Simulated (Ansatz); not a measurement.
KI, 2 atoms in the cell. Symmetry: Fm-3m, No. 225, cubic system. Conventional cell: a = 7.066 Å, b = 7.066 Å, c = 7.066 Å, α = 90.00°, β = 90.00°, γ = 90.00°. I (site symmetry m-3m) is surrounded by 6 K at 3.53 Å. K (site symmetry m-3m) has 6 I at 3.53 Å as nearest neighbours. 

| Quantity | Value |
| --- | --- |
| Program | Ansatz 0.2.0 |
| Task | band structure |
| Functional | PBEsol |
| Potentials or basis | all-electron LAPW, scalar-relativistic |
| Cutoff | 116 eV (chosen from the basis error) |
| Basis error allowed | 0.001 eV/atom |
| k mesh | 7 × 7 × 7 |
| Occupations | fermi-dirac, width 0.05 eV |
| Spin | no spin polarisation |

Potentials or basis: all-electron LAPW, scalar-relativistic.

Command:

```sh
$ ansatz run input.yaml --threads 1 --pin off --max-ram 3072MiB --backend cpu --events-out ev --progress --plain --runs-dir out
```

Hardware: 1 thread of Arm Neoverse V1 (shared host).

Question: Estimate the wall time of this run.

Answer: It took 9 s on 1 thread of Arm Neoverse V1, with other jobs on the host, peak memory 0.24 GiB. Counts: scf iterations 7, plane waves 259, k points 20, bands 21.
